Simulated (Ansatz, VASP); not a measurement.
CuAu: VASP beside Ansatz

File INCAR:

```
ALGO = Normal ; EDIFF = 1E-8
ENCUT = 520 ; GGA = PE
ISIF = 2 ; ISMEAR = -1
LASPH = True ; LCHARG = False
LEFG = True ; LREAL = False
LWAVE = False ; NBANDS = 18
NELM = 80 ; PREC = Accurate
SIGMA = 0.05
```

Contents of KPOINTS:

```
k-points
0
Gamma
  13 13 10
```

File POSCAR:

```
CuAu
1.0
    2.8549159028      0.0000000000      0.0000000000
    0.0000000000      2.8549159028      0.0000000000
    0.0000000000      0.0000000000      3.7419790583
Cu Au
1 1
Direct
    0.5000000000      0.5000000000      0.5000000000
    0.0000000000      0.0000000000      0.0000000000
```

Input for Ansatz:

```yaml
crystal:
  lattice:
    - [2.8549159028, 0.0, 0.0]
    - [0.0, 2.8549159028, 0.0]
    - [0.0, 0.0, 3.7419790583]
  atoms:
    - { symbol: Cu, position: [0.5, 0.5, 0.5] }
    - { symbol: Au, position: [0.0, 0.0, 0.0] }
kpoints:
  mp_grid: { grid: [13, 13, 10] }
scf:
  occupations: { method: fermi_dirac, width: 0.05 }
hamiltonian:
  xc: pbe
  pseudopotentials: { kind: paw }
output:
  forces: true
  stress: true
  eigenvalues: true
  efg: { contact_densities: true }
```

Change from the starting cell: volume scaled by 1.06, PAW files.

Alike in both runs: task electric field gradients; functional PBE; k mesh 13 × 13 × 10; occupations fermi-dirac, width 0.05 eV; no spin polarisation.

|  | VASP | Ansatz |
| --- | --- | --- |
| version | VASP 6.6.1 | Ansatz 0.2.0 |
| potentials or method | VASP PAW PBE potentials, release 64 (Cu, Au) | PAW with Ansatz's default frozen-core files, scalar-relativistic |
| plane-wave cutoff (eV) | 520 | 420 |
| valence electrons in the cell | 22 | 38 |

Ansatz gave:

* pressure (GPa): -2.2
* largest component of the traceless stress (GPa): 0.19
* Vzz of the field gradient on the site that differs most (V/Å²): 46.8

Task: Estimate VASP's values.

Result: Pressure (GPa): -2.1; largest component of the traceless stress (GPa): 0.21; Vzz of the field gradient on the site that differs most (V/Å²): 67.6.

With one functional, cell and mesh, what is left measures potentials, basis and numerics. The two sets of potentials don't hold the same shells in valence. Ansatz warned: «gradients_without_spin_orbit».

Spin-orbit coupling is left out, which matters for the levels of Au.
